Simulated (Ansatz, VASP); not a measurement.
# Ni in VASP and in Ansatz

Contents of POSCAR:

```
Ni
1.0
    0.0000000000      1.7592378550      1.7592378550
    1.7592378550      0.0000000000      1.7592378550
    1.7592378550      1.7592378550      0.0000000000
Ni
1
Direct
    0.0000000000      0.0000000000      0.0000000000
```

Contents of INCAR.step1:

```
  PREC = Accurate
  ENCUT = 520
  ISMEAR = 0
  SIGMA = 0.1
  LREAL = False
  LASPH = True
  NELM = 150
  ISPIN = 2
  MAGMOM = 2
  LMAXMIX = 4
  NBANDS = 15
  GGA = PE
  ALGO = Normal
  EDIFF = 1E-4
  LWAVE = True
  LCHARG = False
```

INCAR.step2

```
  PREC = Accurate
  ENCUT = 520
  EDIFF = 1E-6
  ISMEAR = 0
  SIGMA = 0.1
  LREAL = False
  LASPH = True
  NELM = 150
  ALGO = Normal
  ISIF = 2
  LWAVE = False
  LCHARG = False
  ISPIN = 2
  MAGMOM = 2
  LORBIT = 11
  LMAXMIX = 4
  METAGGA = R2SCAN
  LMIXTAU = True
  NBANDS = 15
  ISTART = 1
```

The input KPOINTS:

```
Automatic mesh
0
Gamma
  20 20 20
```

Input for Ansatz:

```yaml
crystal:
  lattice:
    - [0.0, 1.759237855, 1.759237855]
    - [1.759237855, 0.0, 1.759237855]
    - [1.759237855, 1.759237855, 0.0]
  atoms:
    - { symbol: Ni, position: [0.0, 0.0, 0.0], spin: 2.0 }
basis:
  ecutwfc: 500
kpoints:
  mp_grid: { grid: [20, 20, 20] }
  band_path:
    path:
      - [[0.0, 0.0, 0.0], [0.5, 0.0, 0.5], [0.625, 0.25, 0.625]]
      - [[0.375, 0.375, 0.75], [0.0, 0.0, 0.0], [0.5, 0.5, 0.5], [0.5, 0.25, 0.75], [0.5, 0.0, 0.5]]
    npoints: 14
hamiltonian:
  xc: r2scan
scf:
  occupations: { method: gaussian, width: 0.1 }
  n_extra_bands: 6
output:
  forces: true
  stress: true
  eigenvalues: true
  populations: true
  dos: { projected: true, de: 0.02, nscf_kmesh: { grid: [30, 30, 30] } }
  bader: true
  write_density: true
  write_potential: true
  elf: true
  volumetric_format: npy
magnetization:
  spin_polarized: true
```

Alike in both runs: task single point; functional r2SCAN; k mesh 20 × 20 × 20; occupations gaussian, width 0.1 eV; collinear spin.

|  | VASP | Ansatz |
| --- | --- | --- |
| version | VASP 6.6.1 | Ansatz 0.2.0 |
| potentials or method | VASP PAW PBE potentials, release 64 (Ni) | scalar-relativistic, plane waves, PAW |
| plane-wave cutoff (eV) | 520 | 500 |
| valence electrons in the cell | 10 | 18 |

Ansatz gave:

| Quantity | Value |
| --- | --- |
| gap on the k mesh at the Fermi level (eV) | none |
| pressure (GPa) | -6.8 |
| net moment per atom (μB) | 0.77 |
| size of the moment on the site where the two differ most (μB) | 0.84 |

Q: What did VASP give for the same quantities?

A: gap on the k mesh at the Fermi level (eV): none; pressure (GPa): -6.3; net moment per atom (μB): 0.75; size of the moment on the site where the two differ most (μB): 0.77.

Site moments also hang on the region over which each program counts them. A gap of «none» marks a metal or a gap that the smearing closes. With one functional, cell and mesh, what is left measures potentials, basis and numerics. The two sets of potentials don't hold the same shells in valence. Ansatz warned: «stability_check_not_made».

Caveats: the PAW data sets were made with another functional, which shifts forces and pressure a little (VASP).
